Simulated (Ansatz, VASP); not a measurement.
## Two plane-wave programs on SnO2 (Cassiterite)

The input run.py:

```python
from ase import Atoms
from ase.calculators.vasp import Vasp
from ase.dft.bandgap import bandgap

atoms = Atoms(
    ['Sn', 'Sn', 'O', 'O', 'O', 'O'],
    cell=[[4.738, 0.0, 0.0], [0.0, 4.738, 0.0], [0.0, 0.0, 3.1865]],
    scaled_positions=[[0.5, 0.5, 0.5], [0.0, 0.0, 0.0], [0.8071, 0.1929, 0.5], [0.6929, 0.6929, 0.0], [0.1929, 0.8071, 0.5], [0.3071, 0.3071, 0.0]],
    pbc=True,
)
calc = Vasp(
    directory='calc',
    xc='lda',
    pp='LDA',
    setups='gw',
    prec='Accurate',
    encut=550,
    ediff=1e-06,
    ismear=0,
    sigma=0.1,
    lreal=False,
    lasph=True,
    nelm=80,
    algo='Normal',
    isif=2,
    lwave=False,
    lcharg=True,
    lelf=True,
    lvhar=True,
    kpts=[6, 6, 8],
    gamma=True,
    nbands=35,
)
atoms.calc = calc

print('energy (eV):', atoms.get_potential_energy())
print('free energy (eV):', atoms.get_potential_energy(force_consistent=True))
print('forces (eV/A):')
print(atoms.get_forces())
print('stress (eV/A^3, Voigt):', atoms.get_stress())
print('Fermi level (eV):', calc.get_fermi_level())
gap, top, bottom = bandgap(calc)
print('band gap (eV):', gap, 'from (spin, k, band)', top, 'to', bottom)
```

input.yaml

```yaml
crystal:
  lattice:
    - [4.738, 0.0, 0.0]
    - [0.0, 4.738, 0.0]
    - [0.0, 0.0, 3.1865]
  atoms:
    - { symbol: Sn, position: [0.5, 0.5, 0.5] }
    - { symbol: Sn, position: [0.0, 0.0, 0.0] }
    - { symbol: O, position: [0.8071, 0.1929, 0.5] }
    - { symbol: O, position: [0.6929, 0.6929, 0.0] }
    - { symbol: O, position: [0.1929, 0.8071, 0.5] }
    - { symbol: O, position: [0.3071, 0.3071, 0.0] }
hamiltonian:
  xc: lda
  pseudopotentials: { kind: paw }
kpoints:
  mp_grid: { grid: [6, 6, 8] }
scf:
  occupations: { method: gaussian, width: 0.1 }
output:
  forces: true
  stress: true
  eigenvalues: true
  write_density: true
  write_potential: true
  elf: true
  volumetric_format: npy
```

Alike in both runs: task single point; functional LDA; k mesh 6 × 6 × 8; occupations gaussian, width 0.1 eV; no spin polarisation.

|  | VASP | Ansatz |
| --- | --- | --- |
| version | VASP 6.6.1 | Ansatz 0.2.0 |
| potentials or method | VASP PAW LDA potentials, release 64 (Sn_d_GW, O_GW) | Ansatz PAW |
| plane-wave cutoff (eV) | 550 | 420 |
| valence electrons in the cell | 52 | 52 |

Ansatz gave:

* gap on the k mesh at the Fermi level (eV): 1.13
* least direct gap on the mesh (eV): 1.13
* pressure (GPa): -0.7
* largest component of the traceless stress (GPa): 0.70
* rms of the force components (eV/Å): 0.073

Q: Estimate VASP's values.

A: gap on the k mesh at the Fermi level (eV): 1.17; least direct gap on the mesh (eV): 1.17; pressure (GPa): -0.7; largest component of the traceless stress (GPa): 0.83; rms of the force components (eV/Å): 0.077.

Atom by atom the forces differ by 0.004 eV/Å (rms over components).

Caveats: spin-orbit coupling is left out, which moves the levels of the heavy elements; the pressure holds a Pulay correction of +1.1 GPa for the finite cutoff (Ansatz); the PAW data sets come from PBE, with cores solved anew for the run's functional, which leaves a small shift of forces and pressure (Ansatz). A hybrid or GW would open this gap; LDA tends to underestimate it.
